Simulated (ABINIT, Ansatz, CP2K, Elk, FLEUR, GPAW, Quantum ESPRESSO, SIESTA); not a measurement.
## CsCl (Pm-3m, 2 atoms in the cell) computed with different codes at matched settings

Self-consistent single point, at a second geometry (lattice scaled by 0.98). First geometry:

```yaml
crystal:
  lattice:
    - [4.11594, 0.00000, 0.00000]
    - [0.00000, 4.11594, 0.00000]
    - [0.00000, 0.00000, 4.11594]
  atoms:
    - { symbol: Cs, position: [0.00000, 0.00000, 0.00000] }
    - { symbol: Cl, position: [0.50000, 0.50000, 0.50000] }
```

Shared settings, as Ansatz (a program for electronic structure) writes them: kpoints.mp_grid.grid = 4 4 4; scf.occupations.method = fermi_dirac; scf.occupations.width = 0.01 eV. Potentials and cutoffs stand in the table.

```json
[
 {"code": "Elk", "model": "PBE, all-electron FP-LAPW, Elk's shipped species files, APW+lo basis with extra local orbitals", "ΔF from the first geometry (meV/atom)": "60.4", "pressure (GPa)": "–", "gap on the mesh (eV)": "5.300", "cutoff": "rgkmax 7.5"},
 {"code": "FLEUR", "model": "PBE, all-electron FLAPW (FLEUR), scalar-relativistic valence", "ΔF from the first geometry (meV/atom)": "23.2", "pressure (GPa)": "–", "gap on the mesh (eV)": "5.335", "cutoff": "Kmax 3.8 1/bohr"},
 {"code": "SIESTA", "model": "GGA PBE, numerical atomic orbitals DZP, PseudoDojo PBE standard norm-conserving potentials (rewritten from UPF to PSML)", "ΔF from the first geometry (meV/atom)": "25.3", "pressure (GPa)": "2.66", "gap on the mesh (eV)": "5.256", "cutoff": "grid 400 Ry"},
 {"code": "Ansatz", "model": "PBE, PAW files", "ΔF from the first geometry (meV/atom)": "22.5", "pressure (GPa)": "2.49", "gap on the mesh (eV)": "5.330", "cutoff": "420 eV"},
 {"code": "GPAW", "model": "PBE, GPAW PAW datasets PBE (gpaw-data 1.0.1)", "ΔF from the first geometry (meV/atom)": "23.6", "pressure (GPa)": "2.51", "gap on the mesh (eV)": "5.323", "cutoff": "550 eV"},
 {"code": "CP2K", "model": "PBE, GPW, DZVP-MOLOPT-SR-GTH basis, GTH-PBE potentials (GTH_POTENTIALS)", "ΔF from the first geometry (meV/atom)": "23.4", "pressure (GPa)": "2.62", "gap on the mesh (eV)": "5.576", "cutoff": "grid 500 Ry"},
 {"code": "ABINIT", "model": "PBE, PAW (JTH v2.0 PBE PAW)", "ΔF from the first geometry (meV/atom)": "24.7", "pressure (GPa)": "2.43", "gap on the mesh (eV)": "5.319", "cutoff": "52 Ry"},
 {"code": "Quantum ESPRESSO", "model": "PBE, PseudoDojo standard norm-conserving (PBE) pseudopotentials", "ΔF from the first geometry (meV/atom)": "22.1", "pressure (GPa)": "2.45", "gap on the mesh (eV)": "5.335", "cutoff": "60 Ry"}
]
```

A dash marks a value that a program does not give, or that is left out as unsure.

Gaps are read on the mesh.

The spread over the programs that give each value: ΔF from the first geometry within 38.3 meV/atom; pressure within 0.23 GPa; gap on the mesh within 0.320 eV.

SIESTA and CP2K use small atom-centred bases, whose incompleteness enters pressures, forces and empty levels differently from a plane-wave cutoff. Elk and FLEUR treat all electrons, but the usual bases taken here (sphere radii, linearisation, local orbitals, empty states) were not tested for convergence, so the values are no reference for the others. Ansatz's pressure is given at a fixed set of plane waves, as the other plane-wave codes print theirs. In the gap, CP2K (by 0.250) lies more than 0.12 eV from the median of the plane-wave programs.

The starting cell comes from a database of computed structures (which also holds hypothetical and non-ambient phases and stackings), without a prior relaxation at this level. Its lattice was rescaled by a random factor within 2.5 % of one. For this run, on top of that: lattice scaled by 0.98.

Keys are those of Ansatz 0.2.
